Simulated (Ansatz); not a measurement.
# GaAs: band gap under strain

Aim: follow the gap of GaAs in the zincblende structure through these states: no strain; +4.0 % strain along z alone; -3.0 % shear in the xy plane. The table at the end shows which levels were run.

The runs shown are made with Ansatz 0.2.0. PAW datasets, plane waves. (Simulation; spin polarisation is off.)

### 1 The system as given

The unstrained cell was relaxed with r2SCAN; in each strained cell the atoms were relaxed again with r2SCAN. Names of k-points are those of the unstrained zone, where strain can split equivalent points. First state: no strain.

The symmetry is F-43m (No. 216, cubic); a = 5.666 Å in the conventional setting, 22.74 Å³ an atom. Around Ga lie 4 As at 2.45 Å; around As lie 4 Ga at 2.45 Å.

As a file:

```xyz
2
Lattice="0.0000 2.8331 2.8331 2.8331 0.0000 2.8331 2.8331 2.8331 0.0000" Properties=species:S:1:pos:R:3 pbc="T T T"
Ga    0.0000    0.0000    0.0000
As    1.4165    1.4165    1.4165
```

### 2 No strain: PBE

Input file input.yaml:

```yaml
crystal:
  lattice:
    - [0.0, 2.8330850953, 2.8330850953]
    - [2.8330850953, 0.0, 2.8330850953]
    - [2.8330850953, 2.8330850953, 0.0]
  atoms:
    - { symbol: Ga, position: [0.0, 0.0, 0.0] }
    - { symbol: As, position: [0.25, 0.25, 0.25] }
kpoints:
  mp_grid: { grid: [8, 8, 8] }
  band_path:
    path:
      - [0.0, 0.0, 0.0]
      - [-0.5, -0.5, 0.0]
      - [-0.375, -0.375, 0.25]
      - [-0.375, 0.0, 0.375]
      - [0.0, 0.0, 0.5]
      - [-0.5, -0.25, 0.25]
    npoints: 1
hamiltonian:
  xc: pbe
scf:
  occupations: { method: fermi_dirac, width: 0.02 }
  n_extra_bands: 4
output:
  forces: true
  stress: true
  eigenvalues: true
```

After this run come: No strain: r2SCAN; No strain: HSE06; No strain: G0W0@PBE; +4.0 % strain along z alone: PBE; +4.0 % strain along z alone: r2SCAN; +4.0 % strain along z alone: HSE06; -3.0 % shear in the xy plane: PBE; -3.0 % shear in the xy plane: r2SCAN; -3.0 % shear in the xy plane: HSE06; -3.0 % shear in the xy plane: G0W0@PBE.

Before running it: what results should come out?

**Answer**, as computed:

Least gap in eV (negative: overlap), with the change from the unstrained cell in brackets. G0W0 is on its own coarse mesh.

```
                       state  volume change (%)           PBE        r2SCAN         HSE06          G0W0
                   no strain               +0.0          0.47          0.96          1.36          1.20
 +4.0 % strain along z alone               +4.0  0.09 (-0.38)  0.56 (-0.40)  0.94 (-0.42)             –
-3.0 % shear in the xy plane               -0.0  0.34 (-0.13)  0.82 (-0.14)  1.22 (-0.14)  1.05 (-0.15)
```

The largest move of the HSE06 gap in the table is -0.425 eV, under +4.0 % strain along z alone. PBE and HSE06 differ by 0.90 eV on the unstrained gap, and by at most 0.05 eV on its change: the two disagree on the size of the gap but agree on its response to strain. G0W0 here is at a finite number of bands, screening cutoff and k mesh, not at the basis limit.
